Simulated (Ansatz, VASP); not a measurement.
## Mg in VASP and in Ansatz

```
Mg
1.0
     0.00000    2.60651    2.60651
     2.60651    0.00000    2.60651
     2.60651    2.60651    0.00000
Mg
1
Direct
  0.00000 0.00000 0.00000
```

Alike in both runs: task single point; functional PBEsol; k mesh 6 × 6 × 6; occupations gaussian, width 0.1 eV; no spin polarisation.

```csv
,VASP,Ansatz
version,VASP 6.6.1,Ansatz 0.2.0
potentials or method,"VASP PAW PBE potentials, release 64 (Mg)","scalar-relativistic, plane waves, PAW"
plane-wave cutoff (eV),520,420
valence electrons in the cell,2,10
```

```csv
,VASP,Ansatz,Ansatz less VASP
gap on the k mesh at the Fermi level (eV),none,none,-
pressure (GPa),-5.7,-5.7,+0.05
```

A gap of «none» marks a metal or a gap that the smearing closes. With one functional, cell and mesh, what is left measures potentials, basis and numerics. The two sets of potentials don't hold the same shells in valence.

Caveats: the PAW data sets were made with another functional, which shifts forces and pressure a little (VASP).
